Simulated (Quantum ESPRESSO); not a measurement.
The system is HfC.

```
Hf C
1.0
     0.00000    2.32500    2.32500
     2.32500    0.00000    2.32500
     2.32500    2.32500    0.00000
Hf C
1 1
Direct
  0.50000 0.50000 0.50000
  0.00000 0.00000 0.00000
```

Base run:

- Program: Quantum ESPRESSO 7.5
- Functional: LDA
- Potentials or basis: PseudoDojo 0.4.1 SR LDA standard
- Cutoff: 1116 eV
- Density cutoff: 4463 eV
- k mesh: 10 × 10 × 10
- Occupations: fermi-dirac, width 0.05 eV
- Spin: no spin polarisation

Its results: band gap on the k mesh none (metal or under the smearing width); pressure -13.7 GPa.

Task: The run is repeated on the same cell with these changes: functional from LDA to PBEsol; potentials or basis from PseudoDojo 0.4.1 SR LDA standard to PseudoDojo 0.4.1 SR PBEsol standard. What comes out?

Result: Band gap on the k mesh none (metal or under the smearing width); pressure -6.2 GPa.

Caveats: spin-orbit coupling is left out, which moves the levels of the heavy elements.
